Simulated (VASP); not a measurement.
Write the native input for VASP 6.6.1 that does the following.

| Item | Value |
| --- | --- |
| Task | relaxation of cell and atoms |
| Functional | PBE |
| Dispersion | D3(BJ) |
| Potentials or basis | VASP PAW PBE potentials, release 64 (Ga_d, As) |
| Cutoff | 520 eV |
| k mesh | 10 × 10 × 10 |
| Occupations | gaussian, width 0.02 eV |
| Spin | no spin polarisation |
| Further INCAR settings | ALGO = Fast; EDIFF = 1e-07; IBRION = 2; EDIFFG = -0.002; NSW = 80; ISIF = 3 |

The structure of GaAs lies in POSCAR:

```
GaAs
1.0
    0.0000000000      2.8268500000      2.8268500000
    2.8268500000      0.0000000000      2.8268500000
    2.8268500000      2.8268500000      0.0000000000
Ga As
1 1
Direct
    0.0000000000      0.0000000000      0.0000000000
    0.2500000000      0.2500000000      0.2500000000
```

The input as run:

INCAR

```
PREC = Accurate
ENCUT = 520
EDIFF = 1E-7
ISMEAR = 0
SIGMA = 0.02
LREAL = F
LASPH = T
NELM = 80
ALGO = Fast
ISIF = 3
LWAVE = F
LCHARG = F
GGA = PE
IVDW = 12
IBRION = 2
NSW = 80
EDIFFG = -0.002
```

KPOINTS

```
Automatic mesh
0
Gamma
  10 10 10
```

Potentials or basis: VASP PAW PBE potentials, release 64 (Ga_d, As).

Launch:

```sh
$ cat potpaw_PBE.64/Ga_d/POTCAR potpaw_PBE.64/As/POTCAR > POTCAR
$ mpirun -np 1 vasp_std > vasp.out
```

Results of the run:

| Property | Result |
| --- | --- |
| Relaxed volume | 22.92 Å³/atom |
| Relaxed cell | a = 4.017 Å, b = 4.017 Å, c = 4.017 Å, α = 60.00°, β = 60.00°, γ = 60.00° |
| Space group after relaxing (to 0.05 Å) | F-43m (No. 216) |
| Energy gained by relaxing | 1.0 meV/atom |
| Ionic steps | 3 |
| Pressure after relaxing | 0.0 GPa |
| Band gap on the k mesh | 0.41 eV, direct |
| Dispersion energy per atom | -0.320 eV |

Wall time 45 s on 1 thread of AMD EPYC 9R14 (Zen 4) (shared host), peak memory 0.17 GiB.
